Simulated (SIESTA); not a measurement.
A run of SIESTA 5.4.2:

The input VO2.fdf:

```
SystemName                      VO2
SystemLabel                     VO2
NumberOfSpecies                 2
NumberOfAtoms                   6
%block ChemicalSpeciesLabel
  1  23 V
  2   8 O
%endblock ChemicalSpeciesLabel

LatticeConstant                 1.0 Ang
%block LatticeVectors
     4.5072020454     0.0000000000     0.0000000000
     0.0000000000     4.5072020454     0.0000000000
     0.0000000000     0.0000000000     3.0444500000
%endblock LatticeVectors
AtomicCoordinatesFormat         Fractional
%block AtomicCoordinatesAndAtomicSpecies
     0.5000000000     0.5000000000     0.5000000000  1  V
     0.0000000000     0.0000000000     0.0000000000  1  V
     0.2003580000     0.7996420000     0.5000000000  2  O
     0.7996420000     0.2003580000     0.5000000000  2  O
     0.7003580000     0.7003580000     0.0000000000  2  O
     0.2996420000     0.2996420000     0.0000000000  2  O
%endblock AtomicCoordinatesAndAtomicSpecies

%block kgrid.MonkhorstPack
    4   0   0  0.0
    0   4   0  0.0
    0   0   6  0.0
%endblock kgrid.MonkhorstPack
XC.Functional                   GGA
XC.Authors                      PBE
PAO.BasisSize                   SZ
PAO.EnergyShift                 0.01 Ry
Mesh.Cutoff                     800 Ry
Spin                            polarized
%block DM.InitSpin
    1   2.000
    2   2.000
    3   0.000
    4   0.000
    5   0.000
    6   0.000
%endblock DM.InitSpin
OccupationFunction              FD
ElectronicTemperature           0.05 eV
MaxSCFIterations                200
SCF.MustConverge                false
SCF.Mixer.Method                Pulay
SCF.Mixer.Weight                0.1
SCF.Mixer.History               10
SCF.DM.Tolerance                5.0e-05
SCF.H.Tolerance                 1.0e-03 eV
WriteForces                     true
Charge.Mulliken                 end
BandLinesScale                  ReciprocalLatticeVectors
%block BandLines
    1    0.000000   0.000000   0.000000  \Gamma
    7    0.000000   0.500000   0.000000  X
    7    0.500000   0.500000   0.000000  M
   10    0.000000   0.000000   0.000000  \Gamma
   11    0.000000   0.000000   0.500000  Z
    7    0.000000   0.500000   0.500000  R
    7    0.500000   0.500000   0.500000  A
   10    0.000000   0.000000   0.500000  Z
    1    0.000000   0.500000   0.000000  X
   11    0.000000   0.500000   0.500000  R
    1    0.500000   0.500000   0.000000  M
   11    0.500000   0.500000   0.500000  A
%endblock BandLines
```

Potentials or basis: PseudoDojo 0.4 standard (PBE files), SZ (energy shift 0.01 Ry).

The run is started by

```console
$ siesta < VO2.fdf > VO2.out 2>&1
```

Hardware: 1 thread of Intel(R) Xeon(R) 6975P-C (Granite Rapids) (shared host).

Problem. How long does it take, and how much memory?

Solution. Run time: 44 s on 1 thread of Intel(R) Xeon(R) 6975P-C (Granite Rapids), on a shared host, peak memory 0.27 GiB. Counts: scf iterations 32, k points 60, bands 36.
